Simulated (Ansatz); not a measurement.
**ZnS: equation of state**

An exercise on one series of results from a longer session: the logs are not shown, and one member is left open.

Computed with Ansatz 0.2.0 (DFT PBEsol, scalar-relativistic, unless a step's input says otherwise).

### The system as given

The structure is hexagonal, space group P6_3mc (No. 186). Conventional cell: a = 3.811 Å, b = 3.811 Å, c = 6.234 Å, α = 90.00°, β = 90.00°, γ = 120.00°. Zn (site symmetry 3m) has 4 S at 2.31 to 2.40 Å in its first shell of neighbours. S (site symmetry 3m) has 4 Zn at 2.31 to 2.40 Å in its first shell of neighbours.

Coordinates:

```
Zn S
1.0
     3.81100    0.00000    0.00000
    -1.90550    3.30042    0.00000
     0.00000    0.00000    6.23400
Zn S
2 2
Direct
  0.33333 0.66667 0.00000
  0.66667 0.33333 0.50000
  0.33333 0.66667 0.38500
  0.66667 0.33333 0.88500
```

The cell is a deposited one (Crystallography Open Database entry 9008878); the temperature and pressure of the measurement aren't taken into account, and nothing was relaxed.

Atoms are numbered in the order of the input: Zn1, Zn2, S3, S4.

The first run:

input.yaml

```yaml
crystal:
  lattice:
    - [3.7332014668, 0.0, 0.0]
    - [-1.8666007334, 3.2330473076, 0.0]
    - [0.0, 0.0, 6.1067398017]
  atoms:
    - { symbol: Zn, position: [0.3333333333, 0.6666666667, 0.0] }
    - { symbol: Zn, position: [0.6666666667, 0.3333333333, 0.5] }
    - { symbol: S, position: [0.3333333333, 0.6666666667, 0.385] }
    - { symbol: S, position: [0.6666666667, 0.3333333333, 0.885] }
kpoints:
  mp_grid: { grid: [8, 8, 5] }
  band_path:
    path:
      - [0.0, 0.0, 0.0]
      - [0.5, 0.0, 0.0]
      - [0.3333333333, 0.3333333333, 0.0]
      - [0.0, 0.0, 0.0]
      - [0.0, 0.0, 0.5]
      - [0.5, 0.0, 0.5]
      - [0.3333333333, 0.3333333333, 0.5]
      - [0.0, 0.0, 0.5]
      - [0.5, 0.0, 0.5]
    npoints: 5
scf:
  occupations: { method: fermi_dirac, width: 0.03 }
hamiltonian:
  xc: pbesol
  pseudopotentials: { kind: all_electron, lapw: { basis_error: 0.001 } }
output:
  forces: true
  stress: true
  eigenvalues: true
```

Run with:

```console
ansatz run input.yaml --threads 1 --pin off --max-ram 4096MiB --backend cpu --events-out ev --progress --plain --runs-dir out
```

Among the steps run: Volume × 0.94, LAPW; Volume × 0.94, PAW; Volume × 0.94, crystal datasets; Volume × 0.98, LAPW; Volume × 0.98, PAW; Volume × 0.98, crystal datasets; Volume × 1.01, LAPW; Volume × 1.01, PAW; Volume × 1.01, crystal datasets; Volume × 1.04, LAPW; Volume × 1.04, PAW; Volume × 1.04, crystal datasets.

One of the session's tables, all rows but one given; the rest of the session is left out.

It belongs to the step «The equation of state». 

```
          method  volume (Å³/atom)  gap on the k mesh (eV)  largest force (eV/Å)
            LAPW            18.427                    2.40                 0.386
            LAPW            19.211                    2.21                 0.331
            LAPW            19.603                    2.11                 0.306
            LAPW            19.799                    2.07                 0.294
            LAPW            20.387                    1.93                 0.262
             PAW            18.427                    2.40                 0.386
             PAW            19.211                    2.20                 0.331
             PAW            19.603                    2.11                 0.306
             PAW            19.799                       ?                     ?
             PAW            20.387                    1.93                 0.262
crystal datasets            18.427                    2.40                 0.386
crystal datasets            19.211                    2.21                 0.331
crystal datasets            19.603                    2.11                 0.306
crystal datasets            19.799                    2.07                 0.294
crystal datasets            20.387                    1.93                 0.262
```

**Question.** Estimate the row for PAW, 19.799.

The run gave: gap on the k mesh (eV): 2.06; largest force (eV/Å): 0.295. In the column «gap on the k mesh (eV)» it lies between crystal datasets, 20.387 (1.93) and LAPW, 19.799 (2.07).

To keep in mind: Warnings in the runs' records: crystal datasets made.
